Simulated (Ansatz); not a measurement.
## Al2O3 in Ansatz: the effect of functional

Al2O3:

```xyz
10
Lattice="4.6138 0.0000 0.0000 0.0000 9.5633 0.0000 0.0000 0.0000 3.1199" Properties=species:S:1:pos:R:3 pbc="T T T"
Al    4.5352    7.8856    0.0000
Al    0.0785    1.6777    0.0000
Al    2.2283    6.4593    1.5599
Al    2.3854    3.1040    1.5599
O     2.3069    4.7816    1.5599
O     0.5704    7.2016    1.5599
O     1.7365    2.4200    0.0000
O     2.8773    7.1433    0.0000
O     0.0000    0.0000    0.0000
O     4.0434    2.3617    1.5599
```

Measurements of this composition are mostly on another form, of space group No. 167.

Alike in all runs:

```yaml
Program: Ansatz 0.2.0
Task: band structure
Potentials_or_basis: Ansatz PAW
k_mesh: 6 × 3 × 9
Occupations: fermi-dirac, width 0.05 eV
Spin: no spin polarisation
```

```csv
functional,cutoff,gap on the mesh (eV),pressure (GPa),largest force (eV/Å)
LDA,420 eV (not typed: the program's choice for these potentials),3.36,-6.5,0.20
PBEsol,420 eV (not typed: the program's choice for these potentials),3.43,-2.6,0.17
r2SCAN,500 eV (not typed: the program's choice for these potentials),?,?,?
```

Problem. What does the run with functional r2SCAN give?

Solution. gap on the mesh 4.12 eV; pressure -4.1 GPa; largest force 0.21 eV/Å.

Caveats: the PAW data sets come from PBE, with cores solved anew for the run's functional, which leaves a small shift of forces and pressure.

Runs at the PBE level aren't shown here.
